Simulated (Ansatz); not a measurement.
# NaCl: a tetragonal deformation path

Aim: for NaCl, follow a tetragonal deformation at fixed volume.

The COD cell was measured well above room temperature, so it is larger than a cold one.

Method: DFT PBE, scalar-relativistic, plane waves, PAW, in Ansatz 0.2.0.

**1. The starting structure**

Symmetry: Fm-3m, No. 225, cubic system. Conventional cell: a = 5.663 Å, b = 5.663 Å, c = 5.663 Å, α = 90.00°, β = 90.00°, γ = 90.00°. Na (site symmetry m-3m) is surrounded by 6 Cl at 2.83 Å. Cl (site symmetry m-3m) is surrounded by 6 Na at 2.83 Å.

Coordinates:

```cif
data_structure
_symmetry_space_group_name_H-M 'P 1'
_symmetry_Int_Tables_number 1
_cell_length_a 4.0047
_cell_length_b 4.0047
_cell_length_c 4.0047
_cell_angle_alpha 60.000
_cell_angle_beta 60.000
_cell_angle_gamma 60.000
_cell_volume 45.41
loop_
_atom_site_label
_atom_site_type_symbol
_atom_site_fract_x
_atom_site_fract_y
_atom_site_fract_z
_atom_site_occupancy
Na1 Na 0.00000 0.00000 0.00000 1
Cl1 Cl 0.50000 0.50000 0.50000 1
```

The cell is taken as given, not relaxed at this level.

**2. Zero of the scan**

File input.yaml:

```yaml
crystal:
  lattice:
    - [0.0, 2.83175, 2.83175]
    - [2.83175, 0.0, 2.83175]
    - [2.83175, 2.83175, 0.0]
  atoms:
    - { symbol: Na, position: [0.0, 0.0, 0.0] }
    - { symbol: Cl, position: [0.5, 0.5, 0.5] }
basis:
  ecutwfc: 420
kpoints:
  mp_grid: { grid: [8, 8, 8] }
hamiltonian:
  xc: pbe
scf:
  occupations: { method: gaussian, width: 0.05 }
output:
  forces: true
  stress: true
  eigenvalues: true
```

Started as:

```console
$ ansatz run input.yaml --threads 1 --pin off --max-ram 2560MiB --backend cpu --events-out ev --progress --plain --runs-dir out
```

The session goes on with these runs: At ρ = 0.707; point ρ = 1.414; ρ = 0.850; point ρ = 1.200; point ρ = 0.780; At ρ = 1.300; At ρ = 0.920; At ρ = 1.100; At ρ = 0.650; ρ = 1.500; point ρ = 0.960; ρ = 1.050.

**Question.** What will these runs give? Wanted: highest point.

**Answer**, as computed:

| quantity | value |
| --- | --- |
| highest point | 773.1 meV/atom at ρ = 0.650 |

The undisturbed cell stays the lowest of the sampled points. No sampled point inside the path is a dip, apart from those named. The gap on the mesh stays between 5.00 and 5.11 eV.
